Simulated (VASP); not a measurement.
# MgH2 (Fm-3m) in VASP: notebook, part 2 of 3

VASP 6.6.1.

## 3. Band structure, HSE06+TS (atoms moved at random, drawn with an rms of 0.05 Å)

POSCAR reads:

```
MgH2
1.0
    0.0000000000      2.3810671667      2.3810671667
    2.3810671667      0.0000000000      2.3810671667
    2.3810671667      2.3810671667      0.0000000000
Mg H
1 2
Cartesian
    0.0706867410      0.0242654555     -0.0302252666
    1.1113773865      1.1604868968      1.2004316796
    3.6139789835      3.5842156439      3.6282653865
```

INCAR.step1 reads:

```
SYSTEM = MgH2
PREC     = Accurate       ! precision mode
ENCUT    = 500            ! plane-wave cutoff, eV
EDIFF    = 1E-5           ! SCF threshold, eV
ISMEAR   = -1             ! smearing method
SIGMA    = 0.1            ! smearing width, eV
LREAL    = .FALSE.        ! projectors in reciprocal space
LASPH    = .TRUE.         ! aspherical terms in the spheres
NELM     = 100            ! most SCF steps
ALGO     = Normal         ! electronic algorithm
ISIF     = 2              ! what is computed and relaxed
LWAVE    = .TRUE.         ! write WAVECAR
LCHARG   = .FALSE.        ! write CHGCAR
NELECT   = 4.5          
GGA      = PE             ! functional
```

INCAR.step2 reads:

```
SYSTEM = MgH2
PREC     = Accurate       ! precision mode
ENCUT    = 500            ! plane-wave cutoff, eV
EDIFF    = 1E-6           ! SCF threshold, eV
ISMEAR   = -1             ! smearing method
SIGMA    = 0.1            ! smearing width, eV
LREAL    = .FALSE.        ! projectors in reciprocal space
LASPH    = .TRUE.         ! aspherical terms in the spheres
NELM     = 100            ! most SCF steps
ALGO     = Normal         ! electronic algorithm
ISIF     = 2              ! what is computed and relaxed
LWAVE    = .FALSE.        ! write WAVECAR
LCHARG   = .FALSE.        ! write CHGCAR
GGA      = PE             ! functional
LHFCALC  = .TRUE.         ! exact exchange
HFSCREEN = 0.2            ! screening, 1/A
PRECFOCK = Fast         
IVDW     = 2              ! dispersion correction
NELECT   = 4.5          
ISTART   = 1
```

KPOINTS reads:

```
Automatic mesh
0
G
  2 2 2
  0 0 0
```

KPOINTS_OPT reads:

```
path GXWKGLUWLK,UX
8
line-mode
reciprocal
 0.0000000000  0.0000000000  0.0000000000  G
 0.5000000000  0.0000000000  0.5000000000  X

 0.5000000000  0.0000000000  0.5000000000  X
 0.5000000000  0.2500000000  0.7500000000  W

 0.5000000000  0.2500000000  0.7500000000  W
 0.3750000000  0.3750000000  0.7500000000  K

 0.3750000000  0.3750000000  0.7500000000  K
 0.0000000000  0.0000000000  0.0000000000  G

 0.0000000000  0.0000000000  0.0000000000  G
 0.5000000000  0.5000000000  0.5000000000  L

 0.5000000000  0.5000000000  0.5000000000  L
 0.6250000000  0.2500000000  0.6250000000  U

 0.6250000000  0.2500000000  0.6250000000  U
 0.5000000000  0.2500000000  0.7500000000  W

 0.5000000000  0.2500000000  0.7500000000  W
 0.5000000000  0.5000000000  0.5000000000  L

 0.5000000000  0.5000000000  0.5000000000  L
 0.3750000000  0.3750000000  0.7500000000  K

 0.6250000000  0.2500000000  0.6250000000  U
 0.5000000000  0.0000000000  0.5000000000  X
```

Potentials or basis: VASP PAW PBE potentials, release 64 (Mg, H).

Launch:

```bash
$ cat potpaw_PBE.64/Mg/POTCAR potpaw_PBE.64/H/POTCAR > POTCAR
$ cp INCAR.step1 INCAR
$ mpirun -np 1 vasp_std > vasp.out
$ cp INCAR.step2 INCAR
$ mpirun -np 1 vasp_std > vasp.out
```

OUTCAR:

```text
SYSTEM = MgH2
   PREC = Accurate
   ENCUT = 500
   EDIFF = 1E-6
   ISMEAR = -1
   LREAL = .FALSE.
   LASPH = .TRUE.
   NELM = 100
   ISIF = 2
   GGA = PE
   LHFCALC = .TRUE.
   HFSCREEN = 0.2
   PRECFOCK = Fast
   IVDW = 2
   NELECT = 4.5
   ISTART = 1
  IVDW =   2

 ion  position               nearest neighbor table
   1  0.984  0.003  0.026-   2 1.97   2 1.99   3 1.99   3 2.04   2 2.10   3 2.10   3 2.12   2 2.20

   2  0.262  0.242  0.225-   1 1.97   1 1.99   1 2.10   1 2.20
   3  0.756  0.768  0.750-   1 1.99   1 2.04   1 2.10   1 2.12

  LATTYP: Found a face centered cubic cell.
 ALAT       =     4.7621343334

  Lattice vectors:

 A1 = (   0.0000000000,   2.3810671667,   2.3810671667)
 A2 = (   2.3810671667,   0.0000000000,   2.3810671667)
 A3 = (   2.3810671667,   2.3810671667,   0.0000000000)

Analysis of symmetry for initial positions (statically):
=====================================================================
 Subroutine PRICEL returns:
 Original cell was already a primitive cell.

 Routine SETGRP: Setting up the symmetry group for a
 face centered cubic supercell.

 Subroutine GETGRP returns: Found  1 space group operations
 (whereof  1 operations were pure point group operations)
 out of a pool of 48 trial point group operations.

The static configuration has the point symmetry C_1 .

Analysis of symmetry for dynamics (positions and initial velocities):
=====================================================================
 Subroutine PRICEL returns:
 Original cell was already a primitive cell.

 Routine SETGRP: Setting up the symmetry group for a
 face centered cubic supercell.

 Subroutine GETGRP returns: Found  1 space group operations
 (whereof  1 operations were pure point group operations)
 out of a pool of 48 trial point group operations.

The dynamic configuration has the point symmetry C_1 .

 Subroutine INISYM returns: Found  1 space group operations
 (whereof  1 operations are pure point group operations),
 and found     1 'primitive' translations

----------------------------------------------------------------------------------------

                                     Primitive cell

  volume of cell :      26.9988

  direct lattice vectors                    reciprocal lattice vectors
     0.000000000  2.381067167  2.381067167    -0.209989876  0.209989876  0.209989876
     2.381067167  0.000000000  2.381067167     0.209989876 -0.209989876  0.209989876
     2.381067167  2.381067167  0.000000000     0.209989876  0.209989876 -0.209989876

  length of vectors
     3.367337480  3.367337480  3.367337480     0.363713135  0.363713135  0.363713135

  position of ions in fractional coordinates (direct lattice)
     0.983905000  0.003401000  0.026286000
     0.262391000  0.241766000  0.224990000
     0.755649000  0.768149000  0.749649000

  ion indices of the primitive-cell ions
   primitive index   ion index
[... 41 lines left out ...]
   number of dos      NEDOS =    301   number of ions     NIONS =      3
   total plane-waves  NPLWV =  21952
   dimension x,y,z NGX =    28 NGY =   28 NGZ =   28
   dimension x,y,z NGXF=    56 NGYF=   56 NGZF=   56
   ions per type =               1   2
   NGX,Y,Z   is equivalent  to a cutoff of  13.82, 13.82, 13.82 a.u.
   NGXF,Y,Z  is equivalent  to a cutoff of  27.65, 27.65, 27.65 a.u.
 SYSTEM =  MgH2
   PREC   = accura    normal or accurate (medium, high low for compatibility)
   ISTART =      1    job   : 0-new  1-cont  2-samecut
   ICHARG =      0    charge: 1-file 2-atom 10-const
   ISPIN  =      1    spin polarized calculation?
   LNONCOLLINEAR =      F non collinear calculations
   LSORBIT =      F    spin-orbit coupling
   LASPH  =      T    aspherical Exc in radial PAW
   ENCUT  =  500.0 eV  36.75 Ry    6.06 a.u.   6.14  6.14  6.14*2*pi/ulx,y,z
   NELM   =    100;   NELMIN=  2; NELMDL=  0     # of ELM steps
   EDIFF  = 0.1E-05   stopping-criterion for ELM
   LREAL  =      F    real-space projection
   EDIFFG = 0.1E-04   stopping-criterion for IOM
   NSW    =      0    number of steps for IOM
   IBRION =     -1    ionic relax: 0-MD 1-quasi-New 2-CG
   NFREE  =      0    steps in history (QN), initial steepest desc. (CG)
   ISIF   =      2    stress and relaxation
   ISYM   =      3    0-nonsym 1-usesym 2-fastsym
   POTIM  = 0.5000    time-step for ionic-motion
   TEBEG  =    0.0;   TEEND  =   0.0 temperature during run
   PSTRESS=    0.0 pullay stress
   NELECT =       4.5000    total number of electrons
   NUPDOWN=      -1.0000    fix difference up-down
   EMIN   =  10.00;   EMAX   =-10.00  energy-range for DOS
   EFERMI =   0.00;   METHOD = LEGACY
   ISMEAR =    -1;   SIGMA  =   0.10  broadening in eV -4-tet -1-fermi 0-gaus
   EFERMI_NEDOS =   21; number of points for ismear=-14 and -15
   IALGO  =     38    algorithm
   IMIX   =      1    mixing-type and parameters
     AMIX     =   0.40;   BMIX     =  1.00
     AMIX_MAG =   1.60;   BMIX_MAG =  1.00
  volume/ion in A,a.u.               =       9.00        60.73
  Fermi-wavevector in a.u.,A,eV,Ry     =   0.900943  1.702536 11.043828  0.811698
  Thomas-Fermi vector in A             =   2.023963
   LORBIT       =      0    0 simple, 1 ext, 2 COOP (PROOUT), +10 PAW based schemes
   GGA     = PE    functional components
   LHFCALC =     T    Hartree Fock is set to
   PRECFOCK=fast      Normal, Fast or Accurate (Low or Medium for compatibility)
   ENCUT4O =  -1.0   cutoff for four orbital integrals eV
   NKREDX  =     1    reduce k-point grid by
   NKREDY  =     1    reduce k-point grid by
   NKREDZ  =     1    reduce k-point grid by
   AEXX    =    0.2500 exact exchange contribution
   HFSCREEN=    0.2000 screening length (either q_TF or 0.3 A-1)
   HFSCREENC=   0.2000 screening length for correlation (either q_TF or 0.3 A-1)
   ENCUTFOCK=  -1.0 apply spherical cutoff to Coloumb kernel
   IVDW    =     2    specifies the selected vdW correction
   LEPSILON=     F    determine dielectric tensor
   LRPA    =     F    only Hartree local field effects (RPA)
 non-spin polarized calculation
  energy-cutoff  :      500.00
  volume of cell :       27.00
 maximum number of plane-waves:       701
 NGX is ok and might be reduce to    28
  NGX = 14; NGY = 14; NGZ = 14

 number of electron       4.5000000 magnetization

 Free energy of the ion-electron system (eV)
  ---------------------------------------------------
  ext. energy  EPLUGINS =         0.00000000
  ---------------------------------------------------
  free energy    TOTEN  =        -8.83939842 eV

  energy without entropy =       -8.83933271  energy(sigma->0) =       -8.83936557

 E-fermi :   2.5692     XC(G=0):  -7.8874

 val. band max:        1.6052086692   @ k =   0.0000   0.5000   0.5000
 cond. band min:       3.4677971066   @ k =   0.0000   0.0000   0.0000
 fundamental gap:      1.8625884374
 Fermi energy:         2.5692314059

 k-point     1 :       0.0000    0.0000    0.0000
  band No.  band energies     occupation
      1      -9.1887      2.00000
      2       3.4678      0.00025
      3      12.3032      0.00000
      4      12.4831      0.00000
      5      12.5356      0.00000
      6      15.0702      0.00000
[... 55 lines left out ...]
 k-point     8 :       0.5000    0.0000    0.5000
  band No.  band energies     occupation
      1      -4.4817      2.00000
      2      -0.7663      2.00000
      3       1.5291      1.99994
      4       7.6121      0.00000
      5       7.6530      0.00000
      6      10.8811      0.00000

------------------------ aborting loop because EDIFF is reached ----------------------------------------

  Hirshfeld charges:
            ion         q(e)
   ------------------------------
      1     Mg      -0.09159156
      2     H       -0.20453079
      3     H       -0.20387765

  Tkatchenko/Scheffler method for vdW energy calculation

  Number of pair interactions contributing to vdW energy:  116433

  Edisp (eV):   -0.69205

  FORCE on cell =-STRESS in cart. coord.  units (eV):
  Direction    XX          YY          ZZ          XY          YZ          ZX
  --------------------------------------------------------------------------------------
  -------------------------------------------------------------------------------------
  Total       1.07879     1.15724     1.13717     0.13472     0.23631     0.04420
  in kB      64.01833    68.67345    67.48243     7.99466    14.02321     2.62283
  external pressure =       66.72 kB  Pullay stress =        0.00 kB

 VOLUME and BASIS-vectors are now :
 -----------------------------------------------------------------------------
  energy-cutoff  :      500.00
  volume of cell :       27.00
      direct lattice vectors                 reciprocal lattice vectors
     0.000000000  2.381067167  2.381067167    -0.209989876  0.209989876  0.209989876
     2.381067167  0.000000000  2.381067167     0.209989876 -0.209989876  0.209989876
     2.381067167  2.381067167  0.000000000     0.209989876  0.209989876 -0.209989876

 POSITION                                       TOTAL-FORCE (eV/Angst)
 -----------------------------------------------------------------------------------
      0.07069      2.40533      2.35084        -0.323030     -0.105024      0.183631
      1.11138      1.16049      1.20043         0.506690      0.150669      0.075552
      3.61398      3.58422      3.62827        -0.183660     -0.045645     -0.259182
 -----------------------------------------------------------------------------------
    total drift:                                0.000008      0.000003     -0.000001

  FREE ENERGIE OF THE ION-ELECTRON SYSTEM (eV)
  ---------------------------------------------------
  free  energy   TOTEN  =        -9.5314475048 eV

  energy  without entropy=       -9.5313817970  energy(sigma->0) =       -9.53141465
```

Wall time 33 s (1 thread of AMD EPYC 7R13 (Zen 3), shared host); peak memory 0.22 GiB.

The run converged, but some of its settings lie outside the range that counts as converged, so its numbers aren't taken as properties of the crystal.

Results:

```
Free energy                : -9.5314 eV
Largest force              : 0.534 eV/Å
Band gap along the path    : none (metal or under the smearing width)
Hirshfeld charges          : Mg -0.09; H -0.20 e
Dispersion energy per atom : -0.231 eV
```

Caveat: the k mesh is coarse (spacing up to 1.14 Å⁻¹), so the values aren't converged, least of all with exact exchange; the cell is charged against a uniform background, so pressure and absolute levels hang on convention; atom-pairwise D2, TS and ULG terms overbind metals; the PAW data sets were made with another functional, which shifts forces and pressure a little; pairwise dispersion overbinds metals, which lowers pressure and volume.

[end of part 2 of 3]
